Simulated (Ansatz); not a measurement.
BaTiO3, DFT, PBE, all-electron PAW with datasets made for the crystal, scalar-relativistic (Ansatz 0.2.0), run on 2 threads of Arm Neoverse V2 on a shared host.

The cell is COD entry 2100860, as deposited and not checked against the literature; nothing was relaxed. The listed cell was then made from it by scaling, straining or moving an atom.

Command: `ansatz run input.yaml --threads 2 --pin off --max-ram 6144MiB --backend cpu --events-out ev --progress --plain --runs-dir out`

```yaml
crystal:
  lattice:
    - [3.879806, 0.0, 0.0]
    - [0.0, 3.879806, 0.0]
    - [0.0, 0.0, 4.018]
  atoms:
    - { symbol: Ba, position: [0.0, 0.0, 0.0] }
    - { symbol: Ti, position: [0.5, 0.5, 0.5] }
    - { symbol: O, position: [0.5, 0.5, 0.0] }
    - { symbol: O, position: [0.5, 0.0, 0.5] }
    - { symbol: O, position: [0.0, 0.5, 0.5] }
kpoints:
  mp_grid: { grid: [7, 7, 7] }
scf:
  occupations: { method: fermi_dirac, width: 0.03 }
hamiltonian:
  xc: pbe
  pseudopotentials: { kind: all_electron, datasets: crystal }
output:
  forces: true
  stress: true
  eigenvalues: true
  efg: { contact_densities: true }
```

Question: How large is the problem that the program sets up?

Answer: 40 irreducible k-points, 1895 plane waves at Γ, 25 bands.

Question: Estimate the wall time and the peak memory.

Answer: 16 s of wall time for 12 SCF iterations, with a peak of 0.92 GiB. Times on shared machines scatter by tens of per cent.

Question: And the same cell and mesh by PAW with the default files, asked for forces, stress, eigenvalues, efg, on the same hardware?

Answer: 3.5 s, peak memory 0.44 GiB.
